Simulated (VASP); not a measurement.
HfO2: band structure with HSE06

The system is HfO2.

```
CELL_PARAMETERS angstrom
0.00000 2.50939 2.50939
2.50939 0.00000 2.50939
2.50939 2.50939 0.00000
ATOMIC_POSITIONS crystal
Hf 0.00000 0.00000 0.00000
O 0.75000 0.75000 0.75000
O 0.25000 0.25000 0.25000
```

Measurements of this composition are mostly on another form, of space group No. 14.

- Program: VASP 6.6.1
- Task: band structure
- Functional: HSE06
- Potentials or basis: VASP PAW PBE potentials, release 64 (Hf_pv, O)
- Cutoff: 520 eV
- k mesh: 6 × 6 × 6
- Occupations: gaussian, width 0.02 eV
- Spin: no spin polarisation
- Grid for exact exchange (PRECFOCK): Fast
- Screening parameter: 0.2 1/A
- Further INCAR settings: ALGO = Normal; EDIFF = 1e-06; NBANDS = 18

```
Pressure                : 1.1 GPa
Band gap on the k mesh  : 5.46 eV, direct
Band gap along the path : 5.46 eV, direct
```

Levels at the corners of the path, in eV from the valence-band top:
| point | band 8 | band 9 | band 10 | band 11 | band 12 | band 13 | band 14 | band 15 |
| --- | --- | --- | --- | --- | --- | --- | --- | --- |
| Γ | -5.99 | -0.68 | -0.68 | -0.68 | 5.58 | 5.58 | 7.70 | 12.82 |
| X | -3.86 | -1.70 | -1.70 | 0.00 | 5.46 | 7.46 | 8.62 | 10.21 |
| X | -3.86 | -1.70 | -1.70 | 0.00 | 5.46 | 7.46 | 8.62 | 10.21 |
| W | -2.86 | -2.86 | -1.54 | -0.24 | 6.59 | 7.06 | 9.06 | 9.06 |
| W | -2.86 | -2.86 | -1.54 | -0.24 | 6.59 | 7.06 | 9.06 | 9.06 |
| K | -3.72 | -2.50 | -1.46 | -0.38 | 6.04 | 7.36 | 8.91 | 9.55 |
| K | -3.72 | -2.50 | -1.46 | -0.38 | 6.04 | 7.36 | 8.91 | 9.55 |
| Γ | -5.99 | -0.68 | -0.68 | -0.68 | 5.58 | 5.58 | 7.70 | 12.82 |
| Γ | -5.99 | -0.68 | -0.68 | -0.68 | 5.58 | 5.58 | 7.70 | 12.82 |
| L | -3.35 | -3.02 | -2.05 | -2.05 | 6.40 | 6.40 | 9.00 | 10.84 |
| L | -3.35 | -3.02 | -2.05 | -2.05 | 6.40 | 6.40 | 9.00 | 10.84 |
| U | -3.72 | -2.50 | -1.46 | -0.38 | 6.04 | 7.36 | 8.91 | 9.55 |
| U | -3.72 | -2.50 | -1.46 | -0.38 | 6.04 | 7.36 | 8.91 | 9.55 |
| W | -2.86 | -2.86 | -1.54 | -0.24 | 6.59 | 7.06 | 9.06 | 9.06 |
| W | -2.86 | -2.86 | -1.54 | -0.24 | 6.59 | 7.06 | 9.06 | 9.06 |
| L | -3.35 | -3.02 | -2.05 | -2.05 | 6.40 | 6.40 | 9.00 | 10.84 |
| L | -3.35 | -3.02 | -2.05 | -2.05 | 6.40 | 6.40 | 9.00 | 10.84 |
| K | -3.72 | -2.50 | -1.46 | -0.38 | 6.04 | 7.36 | 8.91 | 9.55 |
| U | -3.72 | -2.50 | -1.46 | -0.38 | 6.04 | 7.36 | 8.91 | 9.55 |
| X | -3.86 | -1.70 | -1.70 | 0.00 | 5.46 | 7.46 | 8.62 | 10.21 |

Wall time 65 min on 1 thread of Intel(R) Xeon(R) 6975P-C (Granite Rapids), on a shared host, peak memory 0.33 GiB.

Caveat: the PAW data sets were made with another functional, which shifts forces and pressure a little; spin-orbit coupling is left out, which moves the levels of the heavy elements.
